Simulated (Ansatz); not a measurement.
# ZnCu: the cost of one run

Method: DFT LDA, scalar-relativistic, plane waves, PAW, in Ansatz 0.2.0.

1 further run of the same task is left out (set aside as unsound or not needed).

### 1 The structure to begin with

The structure is cubic, space group Pm-3m (No. 221). The conventional cell has a = 2.945 Å, b = 2.945 Å, c = 2.945 Å, α = 90.00°, β = 90.00°, γ = 90.00°. Zn (site symmetry m-3m) has 8 Cu at 2.55 Å as nearest neighbours. Around Cu (site symmetry m-3m) lie 8 Zn at 2.55 Å.

As a file:

```cif
data_structure
_symmetry_space_group_name_H-M 'P 1'
_symmetry_Int_Tables_number 1
_cell_length_a 2.9450
_cell_length_b 2.9450
_cell_length_c 2.9450
_cell_angle_alpha 90.000
_cell_angle_beta 90.000
_cell_angle_gamma 90.000
_cell_volume 25.54
loop_
_atom_site_label
_atom_site_type_symbol
_atom_site_fract_x
_atom_site_fract_y
_atom_site_fract_z
_atom_site_occupancy
Zn1 Zn 0.50000 0.50000 0.50000 1
Cu1 Cu 0.00000 0.00000 0.00000 1
```

The structure comes from the Crystallography Open Database.

### 2 Functional and cell changed: LDA

Against the listed cell: strain xx, yy, zz, yz, xz, xy = +4.7, +4.7, +4.7, +0.0, +0.0, +0.0 %.

File input.yaml:

```yaml
crystal:
  lattice:
    - [3.08291435, 0.0, 0.0]
    - [0.0, 3.08291435, 0.0]
    - [0.0, 0.0, 3.08291435]
  atoms:
    - { symbol: Zn, position: [0.5, 0.5, 0.5] }
    - { symbol: Cu, position: [0.0, 0.0, 0.0] }
basis:
  ecutwfc: 420
kpoints:
  mp_grid: { grid: [14, 14, 14] }
hamiltonian:
  xc: lda
scf:
  occupations: { method: gaussian, width: 0.1 }
output:
  forces: true
  stress: true
  eigenvalues: true
```

The run is started by

```sh
> ansatz run input.yaml --threads 1 --pin off --max-ram 1331MiB --backend cpu --events-out ev --progress --plain --runs-dir out
```

Q: Estimate wall time and peak memory on 1 thread of an Arm CPU, shared host.

About 3.2 s, with a peak of 0.34 GiB.
